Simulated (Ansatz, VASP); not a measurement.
**Ba: VASP beside Ansatz**

File INCAR:

```
SYSTEM = Ba
ALGO = Fast
EDIFF = 1E-6
ENCUT = 520
GGA = PE
ISIF = 2
ISMEAR = -5
LASPH = .True.
LCHARG = .False.
LREAL = .False.
LWAVE = .False.
NBANDS = 11
NELM = 80
PREC = Accurate
SIGMA = 0.05
```

Contents of KPOINTS:

```
k-points
0
Gamma
  8 8 8
  0 0 0
```

POSCAR

```
Ba
1.0
    4.3985153930      0.0000000000      0.0000000000
   -1.4661717973      4.1469600822      0.0000000000
   -1.4661717973     -2.0734800404      3.5913727801
Ba
1
Direct
    0.0000000000      0.0000000000      0.0000000000
```

Contents of input.yaml:

```yaml
crystal:
  lattice:
    - [4.398515393, 0.0, 0.0]
    - [-1.4661717973, 4.1469600822, 0.0]
    - [-1.4661717973, -2.0734800404, 3.5913727801]
  atoms:
    - { symbol: Ba, position: [0.0, 0.0, 0.0] }
kpoints:
  mp_grid: { grid: [8, 8, 8] }
scf:
  occupations: { method: tetrahedron }
hamiltonian:
  xc: pbe
  pseudopotentials: { kind: all_electron, lapw: { basis_error: 0.001 } }
output:
  forces: true
  stress: true
  eigenvalues: true
```

Change from the starting cell: volume scaled by 1.04.

Alike in both runs: task single point; functional PBE; k mesh 8 × 8 × 8; occupations tetrahedron; no spin polarisation.

|  | VASP | Ansatz |
| --- | --- | --- |
| version | VASP 6.6.1 | Ansatz 0.2.0 |
| potentials or method | VASP PAW PBE potentials, release 64 (Ba_sv) | all-electron LAPW, scalar-relativistic |
| plane-wave cutoff (eV) | 520 | see its input |

```tsv
	VASP	Ansatz	Ansatz less VASP
gap on the k mesh at the Fermi level (eV)	none	none	-
pressure (GPa)	-0.2	-0.2	-0.05
```

A gap of «none» marks a metal or a gap that the smearing closes. Ansatz ran all-electron here, so the differences hold the error of VASP's frozen core and of both bases.

Caveats: tetrahedron occupations give inexact forces and stress in metals (VASP); with tetrahedron occupations forces and stress needn't match the slope of the energy (Ansatz). Spin-orbit coupling is left out, which matters for the levels of Ba.
